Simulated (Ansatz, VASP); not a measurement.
## One calculation of CdSe, two programs

```xyz
2
Lattice="2.9038 2.9038 0.0000 -2.9038 2.9038 0.0000 0.0000 2.9038 2.9038" Properties=species:S:1:pos:R:3 pbc="T T T"
Cd    0.0000    0.0000    0.0000
Se    1.4519    4.3558    1.4519
```

Alike in both runs: functional PBEsol; k mesh 6 × 6 × 6; no spin polarisation.

Ansatz relaxed the structure, and its values are those at the end. VASP's run is a single point on that final structure, the one shown.

|  | VASP | Ansatz |
| --- | --- | --- |
| version | VASP 6.6.1 | Ansatz 0.2.0 |
| potentials or method | VASP PAW PBE potentials, release 64 (Cd, Se) | PAW with Ansatz's default frozen-core files, scalar-relativistic |
| plane-wave cutoff (eV) | 520 | 420 |
| occupations | gaussian, width 0.01 eV | fixed |
| valence electrons in the cell | 18 | 36 |

```csv
,VASP,Ansatz,Ansatz less VASP
pressure (GPa),10.6,10.0,-0.62
```

The two sets of potentials don't hold the same shells in valence.

Caveats: the PAW data sets were made with another functional, which shifts forces and pressure a little (VASP).
